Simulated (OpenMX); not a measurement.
## SnSe in OpenMX: convergence with VNA

The system is SnSe.

```xyz
8
Lattice="11.4200 0.0000 0.0000 0.0000 4.1900 0.0000 0.0000 0.0000 4.4600" Properties=species:S:1:pos:R:3 pbc="T T T"
Sn   10.0148    3.1354    4.0572
Sn    7.1405    1.0381    1.8068
Sn    4.2900    3.1538    2.6081
Sn    1.3673    1.0454    0.3686
Se    7.3441    3.1413    4.4065
Se    9.7870    1.0307    2.1466
Se    1.6110    3.1590    2.2512
Se    4.0595    1.0275    0.0559
```

The cell isn't the ideal one: atoms moved at random, drawn with an rms of 0.05 Å.

* Program: OpenMX 3.8.5
* Task: convergence study
* Functional: LDA
* Potentials or basis: OpenMX 2013 LDA set, Sn7.0-s3p2d1, Se7.0-s3p2d1, grid cutoff 500 Ry
* k mesh: 3 × 5 × 5
* Occupations: fermi-dirac, width 0.05 eV
* Spin: no spin polarisation

These are the settings of the first run; the series varies VNA, with any setting tied to it.

Hardware: 1 thread of Arm Neoverse V1, on a shared host.

The values tried are 1 3, 2 4, 3 6, 4 8, 5 10, 6 12, 6 16, loosest first. From which on does the largest force stay within 0.005 eV/Å of the tightest run that finished?

From 4 8 on.

| VNA | energy less the tightest run, at zero smearing (meV/atom) | pressure (GPa) | largest force (eV/Å) | gap on the mesh (eV) | SCF cycles | CPU time (s) | peak memory (GiB) |
| --- | --- | --- | --- | --- | --- | --- | --- |
| 1 3 | -9.36 | -1.35 | 0.404 | 0.573 | 22 | 180 | 1.8 |
| 2 4 | -0.96 | -0.96 | 0.446 | 0.632 | 22 | 180 | 1.8 |
| 3 6 | -1.44 | -1.00 | 0.438 | 0.632 | 22 | 190 | 1.8 |
| 4 8 | -1.02 | -0.98 | 0.434 | 0.635 | 22 | 190 | 1.9 |
| 5 10 | -0.46 | -0.97 | 0.431 | 0.633 | 22 | 200 | 1.9 |
| 6 12 | -0.13 | -0.96 | 0.431 | 0.633 | 22 | 200 | 1.9 |
| 6 16 | 0.00 | -0.96 | 0.431 | 0.632 | 22 | 210 | 2 |

Against the tightest run, the energy stays within 1 meV/atom from 5 10 on; the pressure stays within 0.1 GPa from 2 4 on; the gap on the mesh stays within 0.01 eV from 2 4 on. The tightest run that finished is the yardstick and may itself not be fully converged.

Caveat, for the tightest run too: spin-orbit coupling is left out, which moves the levels of the heavy elements; an odd mesh through Γ misses points on the zone boundary, where band edges often lie; the basis of atomic orbitals isn't converged, which shifts pressures, moduli and gaps.
